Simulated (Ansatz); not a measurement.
A 6-atom cell of CO2 (Cmce) from a materials database, relaxed with r2SCAN+rVV10, was run in the PAW code Ansatz under altered settings. All numbers are computed, without spin polarisation but where a row says otherwise.

```xyz
6
Lattice="2.6429 -2.3799 0.0000 2.6429 2.3799 0.0000 0.0000 0.0000 6.4270" Properties=species:S:1:pos:R:3 pbc="T T T"
C     0.0000    0.0000    0.0000
C     2.6429    0.0000    3.2135
O     2.6429   -1.4457    5.7385
O     2.6429    1.4457    0.6886
O     2.6429   -0.9342    2.5250
O     2.6429    0.9342    3.9021
```

The base run's other keys:
```yaml
kpoints:
  mp_grid: { grid: [4, 4, 2] }
hamiltonian:
  xc: hse06
scf:
  occupations: { method: fixed }
  n_extra_bands: 5
```

It takes 16 iterations with 1555 plane waves at 420 eV and 14 k points, and leaves a mean stress of -0.15 GPa. The gap over this mesh is 8.438 eV. It ran on 4 threads of Arm Neoverse N1 (shared host).

Outcomes, with energy and stress as changes against the base:
```tsv
setting	outcome	ΔF (meV/atom)	Δ mean stress (GPa)	gap on the mesh (eV)	iterations	wall time
PBE hybrid, exx coeff 1.0, omega 0.2078 1/Å	converged	–	-13.2	13.933	32	27 s
scf.occupations: methfessel_paxton 0.5	converged	0.0	0.0	8.438	17	17 s
```
A dash marks a value that wasn't obtained or can't be compared. Stress is positive in compression. The base took 16 s. The base's mesh is coarse for a hybrid, so its own values aren't converged.

- PBE hybrid, exx coeff 1.0, omega 0.2078 1/Å. That is 100 % exact exchange, screened with ω = 0.2078 1/Å, against HSE06's 25 % screened at 0.208 1/Å. The mean stress moves by -13.2 GPa and the gap on the mesh by +5.495 eV (to 13.933). Totals of different functionals aren't comparable.

Within 1 meV an atom, 0.1 GPa and 0.005 eV of the base stay: scf.occupations: methfessel_paxton 0.5.

The program warns that its thresholds are loose for a hybrid's stress.

The meshes of the hybrids are coarse, so their gaps aren't converged to the digits shown.
